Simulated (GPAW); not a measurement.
Crystal: Sb.

```
CELL_PARAMETERS angstrom
-1.87134 1.87134 1.87134
1.87134 -1.87134 1.87134
1.87134 1.87134 -1.87134
ATOMIC_POSITIONS crystal
Sb 0.00000 0.00000 0.00000
```

This isn't the form of Sb at room conditions, which is rhombohedral.

```yaml
Program: GPAW 26.7.0
Task: relaxation of cell and atoms
Functional: PBEsol
Dispersion: D4
Potentials_or_basis: PAW data sets generated in the run's folder for this functional
Cutoff: 600 eV
Basis: pw
k_mesh: 10 × 10 × 10
Occupations: fermi-dirac, width 0.05 eV
Spin: no spin polarisation
```

At the start: pressure -2.4 GPa; volume 26.21 Å³/atom.

Task: Where does the relaxation end?

Result: Over 3 steps the energy falls by 6.7 meV/atom and the volume is 25.28 Å³/atom (-3.5 %); space group Im-3m (No. 229, to 0.05 Å).

The path:
```
step  energy change (eV)  largest force (eV/Å)  pressure (GPa)  volume (Å³)
   1              0.0000                0.0000           -2.38        26.21
   2             -0.0049                0.0000           -1.30        25.78
   3             -0.0067                0.0000            0.05        25.28
```

Final structure:
```
Sb
1.0
    -1.84897    1.84897    1.84897
     1.84897   -1.84897    1.84897
     1.84897    1.84897   -1.84897
Sb
1
Direct
  0.00000 0.00000 0.00000
```

Caveat: later steps reuse the first step's grids; pairwise dispersion overbinds metals, which lowers pressure and volume.
